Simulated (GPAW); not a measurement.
Records of electronic-structure calculations.

```cif
data_pbs
_symmetry_space_group_name_H-M 'Fm-3m'
_symmetry_Int_Tables_number 225
_cell_length_a 5.9315
_cell_length_b 5.9315
_cell_length_c 5.9315
_cell_angle_alpha 90.000
_cell_angle_beta 90.000
_cell_angle_gamma 90.000
_cell_volume 208.69
loop_
_atom_site_label
_atom_site_type_symbol
_atom_site_symmetry_multiplicity
_atom_site_Wyckoff_symbol
_atom_site_fract_x
_atom_site_fract_y
_atom_site_fract_z
_atom_site_occupancy
Pb1 Pb 4 a 0.00000 0.00000 0.00000 1
S1 S 4 b 0.50000 0.00000 0.00000 1
_calc_subject 'A GW chain in GPAW: PbS (Galena)'
_calc_method 'DFT, PBE, plane waves, PAW (and 1 further level or step)'
_calc_program 'GPAW 26.7.0'
_calc_settings_of_one_run 'cutoff 450 eV, GPAW PAW setups 1.2.1 data release, 6×6×6 k-mesh, nbands 284'
_calc_cost '3 runs, 5.2 min in all on 8 MPI ranks of Intel Xeon Platinum 8488C (Sapphire Rapids), shared host (the runs of this entry)'
_calc_notes 'The database entry behind the starting cell differs from later determinations by our own check (about 0.1 % short). The cell and positions come from the Crystallography Open Database and are kept as given unless a step says otherwise. Limits: no spin-orbit coupling. Bands and cutoff are finite, so the gap is not at the basis limit. The miss can reach some tenths of an eV and take either sign; the mesh is an error of its own. With atoms this heavy and so narrow a gap, spin-orbit coupling can invert the bands. These scalar-relativistic gaps are then model values, not to be set against experiment, and a spin-orbit change taken from DFT can’t simply be added.'
_calc_pbe_gap '0.31 eV, direct'
_calc_g0w0_gap_on_the_mesh '0.46 eV'
_calc_gw_settings '6×6×6 mesh, 274 bands, screening to 175 eV, Godby-Needs plasmon pole'
_calc_known_limits 'not at the basis limit; model gap, bands may invert with spin-orbit coupling; no spin-orbit coupling'
```

[Paths, hosts, dates, memory and timing lines, banners, echoed tables and standing remarks are left out of the program output.]

[Logs are printed without paths, hosts, clocks, repeated set-up lines and the standing remarks that a program may print on its own settings, such as how far it seeks lower states.]

[Runs of the session that timed out or met a known fault of the program may be left out.]

[Hosts, paths, dates, database ids (printed as entryN), source tags and the programs' standing remarks are cut or masked in the printed files.]
